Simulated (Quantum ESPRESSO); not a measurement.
# MgB2 (P6/mmm) in Quantum ESPRESSO: notebook

The runs below take MgB2 through band structure, relaxation of the atoms, with PBE.

Program: Quantum ESPRESSO 7.5. These are calculated values, not measurements. Logs are shortened: lines on timing, memory, paths and dates and some standing lists are left out, and cuts for length are marked.

**1. The structure**

It takes space group P6/mmm (No. 191, hexagonal). The conventional cell has a = 3.085 Å, b = 3.085 Å, c = 3.523 Å, α = 90.00°, β = 90.00°, γ = 120.00°. Mg (site symmetry 6/mmm) is surrounded by 12 B at 2.51 Å. B (site symmetry -6m2) has 3 B at 1.78 Å as nearest neighbours.

**2. Band structure, PBE**

pw.in reads:

```
&CONTROL
  calculation = 'scf'
  prefix = 'pwscf'
  outdir = './tmp'
  pseudo_dir = './pseudo'
  tprnfor = .true.
  tstress = .true.
  disk_io = 'low'
/
&SYSTEM
  ibrav = 0
  celldm(1) = 8
  nat = 3
  ntyp = 2
  ecutwfc = 84
  nbnd = 14
  occupations = 'smearing'
  smearing = 'fd'
  degauss = 0.00367493
/
&ELECTRONS
  conv_thr = 6d-10
  electron_maxstep = 120
  mixing_beta = 0.5
/
ATOMIC_SPECIES
Mg    24.3050 Mg.upf
B     10.8100 B.upf
CELL_PARAMETERS alat
  0.7287256368088   0.0000000000000   0.0000000000000
 -0.3643628184044   0.6310949138713   0.0000000000000
  0.0000000000000   0.0000000000000   0.8321881421321
ATOMIC_POSITIONS crystal
Mg     0.0000000000    0.0000000000    0.0000000000
B      0.6666666667    0.3333333333    0.5000000000
B      0.3333333333    0.6666666667    0.5000000000
K_POINTS automatic
10 10 8 0 0 0
```

bands.in reads:

```
&CONTROL
  calculation = 'bands'
  prefix = 'pwscf'
  outdir = './tmp'
  pseudo_dir = './pseudo'
  disk_io = 'low'
  verbosity = 'high'
/
&SYSTEM
  ibrav = 0
  celldm(1) = 8
  nat = 3
  ntyp = 2
  ecutwfc = 84
  nbnd = 14
  occupations = 'smearing'
  smearing = 'fd'
  degauss = 0.00367493
/
&ELECTRONS
  conv_thr = 1d-08
  electron_maxstep = 120
  mixing_beta = 0.5
  diago_full_acc = .true.
  startingwfc = 'random'
/
ATOMIC_SPECIES
Mg    24.3050 Mg.upf
B     10.8100 B.upf
CELL_PARAMETERS alat
  0.7287256368088   0.0000000000000   0.0000000000000
 -0.3643628184044   0.6310949138713   0.0000000000000
  0.0000000000000   0.0000000000000   0.8321881421321
ATOMIC_POSITIONS crystal
Mg     0.0000000000    0.0000000000    0.0000000000
B      0.6666666667    0.3333333333    0.5000000000
B      0.3333333333    0.6666666667    0.5000000000
K_POINTS crystal
60
 0.0000000000  0.0000000000  0.0000000000 1
 0.0714285714  0.0000000000  0.0000000000 1
 0.1428571429  0.0000000000  0.0000000000 1
 0.2142857143  0.0000000000  0.0000000000 1
 0.2857142857  0.0000000000  0.0000000000 1
 0.3571428571  0.0000000000  0.0000000000 1
 0.4285714286  0.0000000000  0.0000000000 1
 0.5000000000  0.0000000000  0.0000000000 1
 0.4583333333  0.0833333333  0.0000000000 1
 0.4166666667  0.1666666667  0.0000000000 1
 0.3750000000  0.2500000000  0.0000000000 1
 0.3333333333  0.3333333333  0.0000000000 1
 0.2916666667  0.2916666667  0.0000000000 1
 0.2500000000  0.2500000000  0.0000000000 1
 0.2083333333  0.2083333333  0.0000000000 1
 0.1666666667  0.1666666667  0.0000000000 1
 0.1250000000  0.1250000000  0.0000000000 1
 0.0833333333  0.0833333333  0.0000000000 1
 0.0416666667  0.0416666667  0.0000000000 1
 0.0000000000  0.0000000000  0.0000000000 1
 0.0000000000  0.0000000000  0.1000000000 1
 0.0000000000  0.0000000000  0.2000000000 1
 0.0000000000  0.0000000000  0.3000000000 1
 0.0000000000  0.0000000000  0.4000000000 1
 0.0000000000  0.0000000000  0.5000000000 1
 0.0714285714  0.0000000000  0.5000000000 1
 0.1428571429  0.0000000000  0.5000000000 1
 0.2142857143  0.0000000000  0.5000000000 1
 0.2857142857  0.0000000000  0.5000000000 1
 0.3571428571  0.0000000000  0.5000000000 1
 0.4285714286  0.0000000000  0.5000000000 1
 0.5000000000  0.0000000000  0.5000000000 1
 0.4583333333  0.0833333333  0.5000000000 1
 0.4166666667  0.1666666667  0.5000000000 1
 0.3750000000  0.2500000000  0.5000000000 1
 0.3333333333  0.3333333333  0.5000000000 1
 0.3000000000  0.3000000000  0.5000000000 1
 0.2666666667  0.2666666667  0.5000000000 1
 0.2333333333  0.2333333333  0.5000000000 1
 0.2000000000  0.2000000000  0.5000000000 1
 0.1666666667  0.1666666667  0.5000000000 1
 0.1333333333  0.1333333333  0.5000000000 1
 0.1000000000  0.1000000000  0.5000000000 1
 0.0666666667  0.0666666667  0.5000000000 1
 0.0333333333  0.0333333333  0.5000000000 1
 0.0000000000  0.0000000000  0.5000000000 1
 0.5000000000  0.0000000000  0.5000000000 1
 0.5000000000  0.0000000000  0.4166666667 1
 0.5000000000  0.0000000000  0.3333333333 1
 0.5000000000  0.0000000000  0.2500000000 1
 0.5000000000  0.0000000000  0.1666666667 1
 0.5000000000  0.0000000000  0.0833333333 1
 0.5000000000  0.0000000000  0.0000000000 1
 0.3333333333  0.3333333333  0.0000000000 1
 0.3333333333  0.3333333333  0.0833333333 1
 0.3333333333  0.3333333333  0.1666666667 1
 0.3333333333  0.3333333333  0.2500000000 1
 0.3333333333  0.3333333333  0.3333333333 1
 0.3333333333  0.3333333333  0.4166666667 1
 0.3333333333  0.3333333333  0.5000000000 1
```

Potentials or basis: PseudoDojo 0.4.1 SR PBE standard.

Started as:

```bash
> OMP_NUM_THREADS=1 pw.x -in pw.in > pw.out
> OMP_NUM_THREADS=1 pw.x -in bands.in > bands.out
```

pw.out:

```text
This program is part of the open-source Quantum ESPRESSO suite
     for quantum simulation of materials; please cite
[... 9 lines left out ...]
     --------------------
     sticks:   dense  smooth     PW     G-vecs:    dense   smooth      PW
     Sum         769     769    241                20331    20331    3285

     Using Slab Decomposition

     bravais-lattice index     =            0
     lattice parameter (alat)  =       8.0000  a.u.
     unit-cell volume          =     195.9522 (a.u.)^3
     number of atoms/cell      =            3
     number of atomic types    =            2
     number of electrons       =        16.00
     number of Kohn-Sham states=           14
     kinetic-energy cutoff     =      84.0000  Ry
     charge density cutoff     =     336.0000  Ry
     scf convergence threshold =      6.0E-10
     mixing beta               =       0.5000
     number of iterations used =            8  plain     mixing
     Exchange-correlation= PBE
                           (   1   4   3   4   0   0   0)

     celldm(1)=   8.000000  celldm(2)=   0.000000  celldm(3)=   0.000000
     celldm(4)=   0.000000  celldm(5)=   0.000000  celldm(6)=   0.000000

     crystal axes: (cart. coord. in units of alat)
               a(1) = (   0.728726   0.000000   0.000000 )
               a(2) = (  -0.364363   0.631095   0.000000 )
               a(3) = (   0.000000   0.000000   0.832188 )

     reciprocal axes: (cart. coord. in units 2 pi/alat)
               b(1) = (  1.372259  0.792274 -0.000000 )
               b(2) = (  0.000000  1.584548  0.000000 )
               b(3) = (  0.000000 -0.000000  1.201651 )

     PseudoPot. # 1 for Mg read from file:
     Mg.upf
     Pseudo is Norm-conserving, Zval = 10.0
     Generated using ONCVPSP code by D. R. Hamann
     Using radial grid of 1510 points,  4 beta functions with:
                l(1) =   0
                l(2) =   0
                l(3) =   1
                l(4) =   1

     PseudoPot. # 2 for B  read from file:
     B.upf
     Pseudo is Norm-conserving + core correction, Zval =  3.0
     Generated using ONCVPSP code by D. R. Hamann
     Using radial grid of 1534 points,  4 beta functions with:
                l(1) =   0
                l(2) =   0
                l(3) =   1
                l(4) =   1

     atomic species   valence    mass     pseudopotential
     Mg               10.00    24.30500     Mg( 1.00)
     B                 3.00    10.81000     B ( 1.00)

     24 Sym. Ops., with inversion, found

   Cartesian axes

     site n.     atom                  positions (alat units)
         1        Mg     tau(   1) = (   0.0000000   0.0000000   0.0000000  )
         2        B      tau(   2) = (   0.3643628   0.2103650   0.4160941  )
         3        B      tau(   3) = (  -0.0000000   0.4207299   0.4160941  )

     number of k points=    70  Fermi-Dirac smearing, width (Ry)=  0.0037
                       cart. coord. in units 2pi/alat
        k(    1) = (   0.0000000   0.0000000   0.0000000), wk =   0.0025000
        k(    2) = (   0.0000000   0.0000000   0.1502064), wk =   0.0050000
        k(    3) = (   0.0000000   0.0000000   0.3004128), wk =   0.0050000
        k(    4) = (   0.0000000   0.0000000   0.4506193), wk =   0.0050000
        k(    5) = (   0.0000000   0.0000000  -0.6008257), wk =   0.0025000
        k(    6) = (   0.0000000   0.1584548   0.0000000), wk =   0.0150000
[... 62 lines left out ...]
        k(   69) = (   0.4116776   0.7130465   0.4506193), wk =   0.0300000
        k(   70) = (   0.4116776   0.7130465  -0.6008257), wk =   0.0150000

     Dense  grid:    20331 G-vectors     FFT dimensions: (  36,  36,  40)

     Initial potential from superposition of free atoms

     starting charge      15.9987, renormalised to      16.0000
     Starting wfcs are   13 randomized atomic wfcs +    1 random wfcs

     Self-consistent Calculation

     iteration #  1     ecut=    84.00 Ry     beta= 0.50
     Davidson diagonalization with overlap
     ethr =  1.00E-02,  avg # of iterations =  4.8

     total energy              =    -130.53013167 Ry
     estimated scf accuracy    <       0.30964138 Ry

     iteration #  2     ecut=    84.00 Ry     beta= 0.50
     Davidson diagonalization with overlap
     ethr =  1.94E-03,  avg # of iterations =  2.5
[... 36 lines left out ...]
     total energy              =    -130.58373653 Ry
     estimated scf accuracy    <       0.00000002 Ry

     iteration #  8     ecut=    84.00 Ry     beta= 0.50
     Davidson diagonalization with overlap
     ethr =  1.22E-10,  avg # of iterations =  2.1

     End of self-consistent calculation

          k = 0.0000 0.0000 0.0000 (  2581 PWs)   bands (ev):

   -66.0762 -32.8566 -32.8566 -32.8368  -3.2310   6.2480   9.5435   9.5435
    10.8479  15.4938  15.4938  17.2528  19.0982  21.8764

          k = 0.0000 0.0000 0.1502 (  2569 PWs)   bands (ev):

   -66.0761 -32.8565 -32.8565 -32.8379  -3.0964   5.2817   9.5941   9.5941
    12.1305  15.5414  15.5414  17.2318  19.0849  22.0015
[... 108 lines left out ...]
   -66.0730 -32.8910 -32.8646 -32.8373   0.3249   3.4814   5.2155   7.4223
     9.5186  14.7263  18.4963  18.5999  20.0800  22.7545

          k = 0.0000 0.6338-0.6008 (  2536 PWs)   bands (ev):

   -66.0729 -32.8908 -32.8645 -32.8383   0.5357   3.6358   4.7246   7.4692
     9.0952  14.9850  18.1661  18.2485  21.6789  23.3724

          k = 0.0000-0.7923 0.0000 (  2534 PWs)   bands (ev):

   -66.0728 -32.8954 -32.8661 -32.8311   0.6590   1.3599   7.0066   9.4054
    12.2567  13.0878  14.4998  16.2723  21.7472  22.7893

          k = 0.0000-0.7923 0.1502 (  2524 PWs)   bands (ev):

   -66.0728 -32.8952 -32.8660 -32.8320   0.7657   1.4685   7.0473   8.6184
    11.0790  13.6014  15.5994  17.2573  21.0311  21.2822

          k = 0.0000-0.7923 0.3004 (  2532 PWs)   bands (ev):

   -66.0727 -32.8949 -32.8657 -32.8344   1.0600   1.7595   7.1490   7.2322
     9.5210  14.1063  17.9096  18.6976  19.4503  20.9446

          k = 0.0000-0.7923 0.4506 (  2526 PWs)   bands (ev):

   -66.0726 -32.8946 -32.8655 -32.8367   1.4343   2.1069   6.0880   7.2562
     8.3434  14.6199  18.3448  18.4360  20.5114  22.7153

          k = 0.0000-0.7923-0.6008 (  2536 PWs)   bands (ev):

   -66.0726 -32.8945 -32.8654 -32.8377   1.6293   2.2753   5.6247   7.3025
     7.8909  14.8936  17.9441  18.0847  22.1909  24.7927

          k = 0.1372 0.2377 0.0000 (  2543 PWs)   bands (ev):

   -66.0753 -32.8668 -32.8594 -32.8353  -2.7100   6.7540   7.5621   8.3023
    11.3481  15.6097  16.4809  17.4487  18.6967  23.9527

          k = 0.1372 0.2377 0.1502 (  2550 PWs)   bands (ev):
[... 186 lines left out ...]
   -66.0723 -32.8863 -32.8790 -32.8361   1.9451   3.1750   4.2022   6.9191
     8.2952  13.3817  19.7074  20.0452  21.0638  22.5836

          k = 0.4117 0.7130-0.6008 (  2542 PWs)   bands (ev):

   -66.0723 -32.8861 -32.8789 -32.8370   2.1274   3.3401   4.3149   6.4622
     7.8601  12.9577  19.9389  20.4311  22.5705  22.7031

     the Fermi energy is     9.2232 ev

!    total energy              =    -130.58373653 Ry
     estimated scf accuracy    <          1.1E-10 Ry
     smearing contrib. (-TS)   =      -0.00044110 Ry
     internal energy E=F+TS    =    -130.58329544 Ry

     The total energy is F=E-TS. E is the sum of the following terms:
     one-electron contribution =     -76.58249482 Ry
     hartree contribution      =      40.69519294 Ry
     xc contribution           =     -20.84006954 Ry
     ewald contribution        =     -73.85592402 Ry

     convergence has been achieved in   8 iterations

     Forces acting on atoms (cartesian axes, Ry/au):

     atom    1 type  1   force =     0.00000000   -0.00000000    0.00000000
     atom    2 type  2   force =     0.00000000   -0.00000000    0.00000000
     atom    3 type  2   force =    -0.00000000    0.00000000    0.00000000

     Total force =     0.000000     Total SCF correction =     0.000000

     Computing stress (Cartesian axis) and pressure

          total   stress  (Ry/bohr**3)                   (kbar)     P=       -9.06
  -0.00006530   0.00000000   0.00000000           -9.61        0.00        0.00
   0.00000000  -0.00006530   0.00000000            0.00       -9.61        0.00
   0.00000000   0.00000000  -0.00005409            0.00        0.00       -7.96

=------------------------------------------------------------------------------=
   JOB DONE.
=------------------------------------------------------------------------------=
```

Run time: 26 s. Hardware: 1 thread of Intel Xeon 6975P-C (Granite Rapids), shared host; peak memory 0.09 GiB.

What came out:

- Free energy: -1776.6822 eV
- Pressure: -0.9 GPa
- Band gap on the k mesh: none (metal or under the smearing width)

Stress tensor (GPa, compression positive):
```
-0.96  0.00  0.00
 0.00 -0.96  0.00
 0.00  0.00 -0.80
```

Levels at the corners of the path, in eV from the Fermi level:
| point | band 5 | band 6 | band 7 | band 8 | band 9 | band 10 | band 11 | band 12 |
| --- | --- | --- | --- | --- | --- | --- | --- | --- |
| Γ | -12.45 | -2.98 | 0.32 | 0.32 | 1.62 | 6.27 | 6.27 | 8.03 |
| M | -8.56 | -7.86 | -2.22 | 0.18 | 3.03 | 3.86 | 5.28 | 7.05 |
| K | -7.30 | -7.30 | -5.88 | 1.76 | 1.76 | 6.13 | 6.13 | 8.77 |
| Γ | -12.45 | -2.98 | 0.32 | 0.32 | 1.62 | 6.27 | 6.27 | 8.03 |
| A | -11.17 | -7.47 | 0.69 | 0.69 | 6.63 | 6.63 | 7.89 | 9.79 |
| L | -7.59 | -6.95 | -3.60 | -1.92 | -1.33 | 5.67 | 8.72 | 8.86 |
| H | -6.40 | -6.40 | -5.21 | -2.04 | -2.04 | 3.52 | 11.61 | 11.84 |
| A | -11.17 | -7.47 | 0.69 | 0.69 | 6.63 | 6.63 | 7.89 | 9.79 |
| L | -7.59 | -6.95 | -3.60 | -1.92 | -1.33 | 5.67 | 8.72 | 8.86 |
| M | -8.56 | -7.86 | -2.22 | 0.18 | 3.03 | 3.86 | 5.28 | 7.05 |
| K | -7.30 | -7.30 | -5.88 | 1.76 | 1.76 | 6.13 | 6.13 | 8.77 |
| H | -6.40 | -6.40 | -5.21 | -2.04 | -2.04 | 3.52 | 11.61 | 11.84 |

(Continued in part 2 of 2.)
